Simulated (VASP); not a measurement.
A run of VASP 6.6.1 is set up as follows.

INCAR

```
SYSTEM = C
ALGO = Normal
AMIX = 0.2
EDIFF = 1E-7
ENCUT = 520
GGA = PE
ISIF = 2
ISMEAR = 0
LASPH = .TRUE.
LCHARG = .FALSE.
LREAL = .FALSE.
LWAVE = .FALSE.
NBANDS = 11
NELM = 100
PREC = Accurate
SIGMA = 0.02
```

KPOINTS

```
k-points
0
G
  14 14 14
  0 0 0
```

Contents of POSCAR:

```
C                                       
1.0
    0.0000000000      1.8387779603      1.8387779603
    1.8387779603      0.0000000000      1.8387779603
    1.8387779603      1.8387779603      0.0000000000
  C             
     2
Direct
     0.0000000000000000    0.0000000000000000    0.0000000000000000
     0.2500000000000000    0.2500000000000000    0.2500000000000000
```

Potentials or basis: VASP PAW PBE potentials, release 64 (C).

Run with:

```bash
$ cat potpaw_PBE.64/C/POTCAR > POTCAR
$ mpirun -np 1 vasp_std > vasp.out
```

**Question.** Predict the pressure.

**Answer.** -31.9 GPa.

**Question.** What does it give for the band gap on the k mesh?

**Answer.** 3.93 eV, indirect (least direct gap 5.34 eV).

Caveat: a pressure of tens of GPa on the cell as given is suspect, and the run, the potentials or the cell itself is likely at fault. A k mesh can miss the band edges.
